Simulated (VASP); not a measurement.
The system is W.

```
CELL_PARAMETERS angstrom
-1.58234 1.58234 1.58234
1.58234 -1.58234 1.58234
1.58234 1.58234 -1.58234
ATOMIC_POSITIONS crystal
W 0.00000 0.00000 0.00000
```

| Quantity | Value |
| --- | --- |
| Program | VASP 6.6.1 |
| Task | relaxation of cell and atoms |
| Functional | revPBE |
| Potentials or basis | VASP PAW PBE potentials, release 64 (W_sv) |
| Cutoff | 600 eV |
| k mesh | 12 × 12 × 12 |
| Occupations | fermi-dirac, width 0.05 eV |
| Spin | no spin polarisation |

At the start: pressure 9.2 GPa; volume 15.85 Å³/atom.

Q: How do energy, volume and symmetry change on relaxing?

A: Over 4 steps the energy falls by 13.3 meV/atom and the volume is 16.32 Å³/atom (+3.0 %); space group Im-3m (No. 229, to 0.05 Å).

The path:
```tsv
step	energy change (eV)	largest force (eV/Å)	pressure (GPa)	volume (Å³)
1	0.0000	0.0000	9.24	15.85
2	0.1283	0.0000	-24.18	18.04
3	-0.0132	0.0000	-0.34	16.34
4	-0.0133	0.0000	-0.02	16.32
```

Final structure:
```
W
1.0
    -1.59794    1.59794    1.59794
     1.59794   -1.59794    1.59794
     1.59794    1.59794   -1.59794
W
1
Direct
  0.00000 0.00000 0.00000
```

Caveat: the PAW data sets were made with another functional, which shifts forces and pressure a little.
